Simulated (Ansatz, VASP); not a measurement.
# P (linear P chain) in two plane-wave programs, part 2 of 2

One calculation is typed for both programs; each brings its own data sets. How far apart do they land? The structure shown is the end of the Ansatz relaxation below.

VASP 6.6.1 and Ansatz 0.2.0.

So far: Starting point; Ansatz: relaxation, PBE; VASP: single point, PBE; Differences; Ansatz: relaxation, RPBE.

## (6) VASP: single point, RPBE

Level of this step: RPBE, zero-moment start; plane waves and PAW (P) (VASP).

The same cell, functional, mesh and smearing now go to VASP, with its own data sets.

INCAR

```
SYSTEM = P
PREC = Accurate
ENCUT = 500
EDIFF = 1E-06
NELM = 200
ISMEAR = -1
SIGMA = 0.05
LREAL = .FALSE.
ALGO = Normal
GGA = RP
NBANDS = 9
ISPIN = 2
MAGMOM = 0
LORBIT = 11
LWAVE = .FALSE.
LCHARG = .FALSE.
ISIF = 2
LASPH = .TRUE.
GGA_COMPAT = .FALSE.
```

POSCAR

```
P
1.0
    7.5000000000      0.0000000000      0.0000000000
    0.0000000000      7.5000000000      0.0000000000
    0.0000000000      0.0000000000      2.1081660351
P
1
Direct
    0.5000000000      0.5000000000      0.0000000000
```

KPOINTS

```
Automatic mesh
0
Gamma
1 1 41
0 0 0
```

Potentials, in the order of the species: P (PBE family, release 64).

Command:

```bash
$ mpirun -np 1 vasp_std
```

Numbers of over 12 decimals in the logs are rounded to 6 here.

Output:

```text
[banner, memory and clock lines left out]
running    1 mpi-ranks, on    1 nodes
[...]
|                                                                             |
|               ----> ADVICE to this user running VASP <----                  |
|                                                                             |
|     You enforced a specific xc type in the INCAR file but a different       |
|     [... a line on the potential file left out ...]
|     I HOPE YOU KNOW WHAT YOU ARE DOING!                                     |
|                                                                             |

 LDA part: xc-table for (Slater+PW92), standard interpolation
 POSCAR, INCAR and KPOINTS ok, starting setup
[...]
entering main loop
       N       E                     dE             d eps       ncg     rms          rms(c)
DAV:   1     0.198203545387E+02    0.19820E+02   -0.15244E+03   756   0.314E+02
DAV:   2    -0.260109586562E+01   -0.22421E+02   -0.17221E+02   954   0.560E+01
DAV:   3    -0.407829797207E+01   -0.14772E+01   -0.14676E+01  1032   0.188E+01
DAV:   4    -0.409009983190E+01   -0.11802E-01   -0.11795E-01   999   0.195E+00
[...]
DAV:  15    -0.403303570211E+01   -0.53472E-05   -0.17603E-07   821   0.210E-03    0.235E-03
DAV:  16    -0.403304026809E+01   -0.45660E-05   -0.42220E-07   798   0.290E-03    0.147E-03
DAV:  17    -0.403304030255E+01   -0.34458E-07   -0.52987E-09  1125   0.579E-04
   1 F= -.40330403E+01 E0= -.40311107E+01  d E =-.385915E-02  mag=     0.0000
```

From OUTCAR (step 6):

```text
  Total        0.0641722      0.0641722     -0.1189491      0.0000000      0.0000000      0.0000000
  in kB        0.8670227      0.8670227     -1.6071056      0.0000000      0.0000000      0.0000000
  external PRESSURE =       0.0423132 kB  Pullay stress =       0.0000000 kB

  FREE ENERGIE OF THE ION-ELECTRON SYSTEM (eV)
  ---------------------------------------------------
  free  energy   TOTEN  =        -4.0330403025 eV

  energy  without entropy=       -4.0291811512  energy(sigma->0) =       -4.03111073

 magnetization (x)
# of ion       s       p       d       tot
------------------------------------------
    1        0.000   0.000   0.000   0.000

[... 1 part as in an earlier step ...]

[... 3 further parts left out ...]
[key lines of the parts left out:]
E-fermi :  -3.6753
```

## (7) Differences

What differs besides the data sets and the points named for the pairs above, as far as they apply: Ansatz makes its cores anew for this functional, VASP keeps those of its PBE data sets. Total energies have different zeros and are not compared.

Both answers:

```
      quantity  Ansatz  VASP  difference
pressure (GPa)    0.06  0.00       +0.06
```

## (8) Ansatz: relaxation, PBEsol

This run makes the geometry at which the two programs are then compared. The cell compared in this pair holds 117.62 Å³, against 118.58 Å³ for the pair before.

The structure compared here is the end of the Ansatz relaxation.

input.yaml

```yaml
crystal:
  lattice:
    - [7.5, 0.0, 0.0]
    - [0.0, 7.5, 0.0]
    - [0.0, 0.0, 1.9902]
  atoms:
    - { symbol: P, position: [0.5, 0.5, 0.0], spin: 0.3 }
magnetization:
  spin_polarized: true
kpoints:
  mp_grid: { grid: [1, 1, 41] }
scf:
  occupations: { method: fermi_dirac, width: 0.05 }
hamiltonian:
  xc: pbesol
relax:
  cell: { fix: [a, b, alpha, beta, gamma] }
  max_steps: 60
```

Command:

```bash
$ ansatz run input.yaml --threads 4 --pin off --max-ram 8192MiB --backend cpu --events-out ev --progress --plain --runs-dir out
```

Output:

```text
[...]
Crystal: 1 atoms, lattice volume = 111.949 Å³
Basis set: ecut = 420 eV, 2199 PW (Γ), exchange–correlation on 108×108×30 points (8 copies of the dense FFT grid, shifted against one another)
Bands: 7, of which v1, the nominal top of the filled ones, is band 3 counted from 1 (2 counted from 0)
Symmetry: 16 space group operations
[...]
0.085262       0.000000       0.000000
        0.000000       0.085262       0.000000
        0.000000       0.000000       0.006589
  P = ⅓ Tr σ = 0.0590 GPa (0.590 kbar)
--- Relaxed structure (4 steps of the walk, 4 accepted, 1 SCFs on fresh bases) ---
[...]
cell:  # Å, volume = 117.6189 Å³
    - [7.5, 0.0, 0.0]
    - [0.0, 7.5, 0.0]
    - [0.0, 0.0, 2.091002]
  atoms:
    - { symbol: P, position: [0.5, 0.5, 0.0] }
[key lines of the parts left out:]
SCF converged after 5 iterations
Magnetization: 0.0000 μB (2.5000 up, 2.5000 down)
Free energy (F): -738.711992 eV
Fermi energy:    -3.561448 eV
```

## (9) VASP: single point, PBEsol

The same cell, functional, mesh and smearing now go to VASP, with its own data sets.

Edit INCAR of step 6 so:

```diff
@@ -9,3 +9,3 @@
 ALGO = Normal
-GGA = RP
+GGA = PS
 NBANDS = 9
```

Edit POSCAR of step 6 so:

```diff
@@ -4,3 +4,3 @@
     0.0000000000      7.5000000000      0.0000000000
-    0.0000000000      0.0000000000      2.1081660351
+    0.0000000000      0.0000000000      2.0910019696
 P
```

KPOINTS is that of step 6.

Command:

```bash
$ mpirun -np 1 vasp_std
```

Output:

```text
[banner, memory and clock lines left out]
running    1 mpi-ranks, on    1 nodes
[...]
[... a notice as in an earlier step ...]

 LDA part: xc-table for (Slater+PW92), standard interpolation
 POSCAR, INCAR and KPOINTS ok, starting setup
[...]
entering main loop
       N       E                     dE             d eps       ncg     rms          rms(c)
DAV:   1     0.199812049762E+02    0.19981E+02   -0.16184E+03   756   0.324E+02
DAV:   2    -0.303758401129E+01   -0.23019E+02   -0.17941E+02   940   0.552E+01
DAV:   3    -0.448203173996E+01   -0.14444E+01   -0.14149E+01  1040   0.189E+01
DAV:   4    -0.449631072498E+01   -0.14279E-01   -0.14276E-01   975   0.209E+00
[...]
DAV:  14    -0.443084264340E+01   -0.97298E-05   -0.24880E-07   871   0.266E-03    0.104E-03
DAV:  15    -0.443085311759E+01   -0.10474E-04   -0.72883E-07   796   0.434E-03    0.144E-03
DAV:  16    -0.443085389541E+01   -0.77782E-06   -0.58807E-08   861   0.105E-03
   1 F= -.44308539E+01 E0= -.44289563E+01  d E =-.379512E-02  mag=    -0.0000
```

Parts of OUTCAR (step 9):

```text
  Total        0.0583760      0.0583760      0.0106559      0.0000000      0.0000000      0.0000000
  in kB        0.7951842      0.7951842      0.1451523      0.0000000      0.0000000      0.0000000
  external PRESSURE =       0.5785069 kB  Pullay stress =       0.0000000 kB

  FREE ENERGIE OF THE ION-ELECTRON SYSTEM (eV)
  ---------------------------------------------------
  free  energy   TOTEN  =        -4.4308538954 eV

  energy  without entropy=       -4.4270587759  energy(sigma->0) =       -4.42895634

 magnetization (x)
# of ion       s       p       d       tot
------------------------------------------
    1       -0.000  -0.000   0.000  -0.000

[... 2 parts as in an earlier step ...]

[... 2 further parts left out ...]
[key lines of the parts left out:]
E-fermi :  -3.7294
```

## (10) Side by side

Compared:

```
      quantity  Ansatz  VASP  difference
pressure (GPa)    0.06  0.06        0.00
```

## (11) What came out

| Property | Result |
| --- | --- |
| difference in pressure (single point, PBE) | 0.033 GPa |
| difference in pressure (single point, RPBE) | 0.060 GPa |
| difference in pressure (single point, PBEsol) | 0.0012 GPa |

What this shows: The difference in pressure is 0.060 GPa (single point, RPBE), within the 1 GPa picked in this series as the mark of a large difference. 1 further run of this series is not shown here. How closely two codes agree says nothing of how well the functional describes the real material.

[Lines on the potential files, build, host, timing and source positions are cut from VASP's logs without a mark.]

[Logs are printed without paths, hosts, clocks, repeated set-up lines and the standing remarks that a program may print on its own settings, such as how far it seeks lower states.]

[Hosts, paths, dates, database ids (printed as entryN), source tags and the programs' standing remarks are cut or masked in the printed files.]
